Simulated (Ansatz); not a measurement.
An Ansatz input (plane waves, PAW) for MnSb that has something wrong with it:

```yaml
crystal:
  lattice:
    - [3.27880618, 0.0, 0.0]
    - [-1.63940309, 2.83952945, 0.0]
    - [0.0, 0.0, 4.47482936]
  atoms:
    - { symbol: Mn, position: [0.0, 0.0, 0.0], spin: 3.5 }
    - { symbol: Mn, position: [0.0, 0.0, 0.5], spin: 3.5 }
    - { symbol: Sb, position: [0.3333333333333, 0.6666666666667, 0.25] }
    - { symbol: Sb, position: [0.6666666666667, 0.3333333333333, 0.75] }
basis:
  ecutwfc: 420
  ecutrho_ratio: 4
kpoints:
  mp_grid: { grid: [10, 10, 6] }
hamiltonian:
  xc: pbe
scf:
  occupations: { method: gaussian, width: 0.05 }
  max_iter: 75
output:
  forces: true
  stress: true
magnetization:
  spin_polarized: true
```

Launched as:
```sh
ansatz run input.yaml --threads 4 --pin off --max-ram 7168MiB --backend cpu --events-out ev --progress --plain --runs-dir out
```

**Question.** What is wrong with it?

**Answer.** A lattice far too small. Against the sound input: crystal.lattice: [[3.27880618, 0.0, 0.0], [-1.63940309, 2.83952945, 0.0], [0.0, 0.0, 4.47482936]] (the cap on iterations is only a precaution).

What the program printed:

```
SCF iter   1: F=—  HF=-20742.169451 eV  |F-HF|=—  |Δ(HF+E_count)|=         —  Δρ=2.50e-1 (↑2.50e-1 ↓1.71e-1)  dr2=2.84e0  dr2_m=1.63e1  M=1.428 μB ∫|m|=1.642 μB  β_m=0.30  ethr=3.10e-3  ⟨swp⟩=8.3  Hψ=20996  notcnv=0  defer=21
Mixer restart at iter 1: flushing history
SCF iter   2: F=—  HF=-20742.173565 eV  |F-HF|=—  |Δ(HF+E_count)|=   4.11e-3  Δρ=1.43e-1 (↑1.25e-1 ↓1.43e-1)  dr2=1.38e0  dr2_m=6.61e0  M=1.701 μB ∫|m|=1.916 μB  β_m=0.52  ethr=3.10e-3  ⟨swp⟩=2.1  Hψ=6518  notcnv=0  defer=417
SCF iter   3: F=—  HF=-20751.426693 eV  |F-HF|=—  |Δ(HF+E_count)|=    9.25e0  Δρ=7.07e-2 (↑6.08e-2 ↓7.07e-2)  dr2=9.35e-1  dr2_m=1.52e0  M=1.170 μB ∫|m|=1.313 μB  β_m=0.70  ethr=2.31e-3  ⟨swp⟩=3.2  Hψ=9284  notcnv=0  defer=419
SCF iter   4: F=—  HF=-20752.588137 eV  |F-HF|=—  |Δ(HF+E_count)|=    1.16e0  Δρ=2.24e-2 (↑8.90e-3 ↓2.24e-2)  dr2=4.71e-1  dr2_m=4.18e-2  M=0.556 μB ∫|m|=0.617 μB  β_m=0.79  ethr=1.56e-3  ⟨swp⟩=2.7  Hψ=7658  notcnv=0  defer=419
SCF iter   5: F=—  HF=-20752.385057 eV  |F-HF|=—  |Δ(HF+E_count)|=   2.03e-1  Δρ=2.33e-2 (↑1.86e-2 ↓2.33e-2)  dr2=5.53e-1  dr2_m=8.41e-3  M=0.219 μB ∫|m|=0.232 μB  β_m=0.90  ethr=7.86e-4  ⟨swp⟩=3.0  Hψ=7830  notcnv=0  defer=425
SCF iter   6: F=—  HF=-20752.564147 eV  |F-HF|=—  |Δ(HF+E_count)|=   1.79e-1  Δρ=1.27e-2 (↑1.27e-2 ↓3.54e-3)  dr2=3.23e-2  dr2_m=2.21e-2  M=0.292 μB ∫|m|=0.317 μB  β_m=0.89  ethr=7.86e-4  ⟨swp⟩=2.6  Hψ=6767  notcnv=0  defer=409
SCF iter   7: F=—  HF=-20752.620517 eV  |F-HF|=—  |Δ(HF+E_count)|=   5.64e-2  Δρ=1.09e-2 (↑1.09e-2 ↓4.17e-3)  dr2=1.87e-2  dr2_m=2.07e-2  M=0.257 μB ∫|m|=0.279 μB  β_m=0.94  ethr=5.39e-5  ⟨swp⟩=2.0  Hψ=6384  notcnv=0  defer=411
...
SCF iter  15: F=—  HF=-20752.623362 eV  |F-HF|=—  |Δ(HF+E_count)|=   7.35e-7  Δρ=1.86e-5 (↑1.57e-5 ↓1.86e-5)  dr2=7.21e-9  dr2_m=1.11e-7  M=0.011 μB ∫|m|=0.012 μB  β_m=1.00  ethr=3.41e-11  ⟨swp⟩=4.0  Hψ=11890  notcnv=0  defer=410
SCF iter  16: F=—  HF=-20752.623362 eV  |F-HF|=—  |Δ(HF+E_count)|=   1.87e-7  Δρ=4.88e-6 (↑2.08e-6 ↓4.88e-6)  dr2=4.01e-9  dr2_m=4.10e-9  M=0.003 μB ∫|m|=0.003 μB  β_m=1.00  ethr=1.20e-11  ⟨swp⟩=4.0  Hψ=12004  notcnv=0  defer=410
SCF iter  17: F=—  HF=-20752.623362 eV  |F-HF|=—  |Δ(HF+E_count)|=   1.15e-8  Δρ=1.32e-6 (↑5.27e-7 ↓1.32e-6)  dr2=8.43e-10  dr2_m=1.21e-10  M=-0.001 μB ∫|m|=0.001 μB  β_m=0.92  ethr=6.68e-12  ⟨swp⟩=3.6  Hψ=11508  notcnv=0  defer=410
SCF iter  18: F=-20752.623362 eV  HF=-20752.623362 eV  |F-HF|=1.27e-10  |Δ(HF+E_count)|=  3.38e-10  Δρ=4.02e-7 (↑4.02e-7 ↓2.27e-7)  dr2=1.38e-10  dr2_m=3.93e-12  M= 0.000 μB ∫|m|=0.000 μB  ethr=1.40e-12  ⟨swp⟩=1.3  Hψ=13402  notcnv=0
```

```
SCF 1 converged in 18 iterations: F = -20752.623362 eV  dr2 = 1.38e-10
SCF converged after 18 iterations
Magnetization: -0.0003 μB (29.9999 up, 30.0001 down)
Absolute magnetization: 0.0003 μB (∫|ρ↑−ρ↓|, with the PAW one-centre terms)
Per-site moments (μB) at R_I (Å): [(-0.00013, 0.90703), (-0.00013, 0.90703), (0.00000, 0.90703), (0.00000, 0.90703)]
Free energy (F): -20752.623362 eV
E sigma→0 (E₀):  -20752.621036 eV
Entropy (-TS):   -0.004653 eV (-1.163 meV/atom)
Fermi energy:    27.692765 eV
--- Forces (eV/Å), atoms counted from 1 ---
  atom   1  Mn     0.00000000     0.00000000     0.00000000
  atom   2  Mn     0.00000000     0.00000000     0.00000000
  atom   3  Sb     0.00000000     0.00000000     0.00000000
  atom   4  Sb     0.00000000     0.00000000     0.00000000
--- Stress (GPa, compression-positive) ---
      235.745816       0.000000       0.000000
        0.000000     235.745816       0.000000
        0.000000       0.000000     224.987517
  P = ⅓ Tr σ = 232.1597 GPa (2321.597 kbar)
```

The run converged all the same; its pressure of 232 GPa shows the fault against the sound run's. Its energy lies 3519 meV/atom from the sound one. Run time: 4.3 s on 4 threads of Intel(R) Xeon(R) 6975P-C (Granite Rapids), on a shared host, peak memory 0.53 GiB. The run before the change (PBE, 420 eV, 10×10×6 mesh) gave:

```tsv
run	P (GPa)	gap on the mesh (eV)	cell moment (μB)	largest force component (eV/Å)
sound	0.0	metal	6.41	0.000
spoiled	232.2	metal	0.00	0.000
```

The two runs also differ in their start: the sound one had the moments 3.58, 3.58, 0.00, 0.00 μB typed, and went on from the state of an earlier run.

The chain of runs began from a cell as deposited in COD, expanded in volume.

Of that run: The run wasn't fully tested for a lower electronic state.
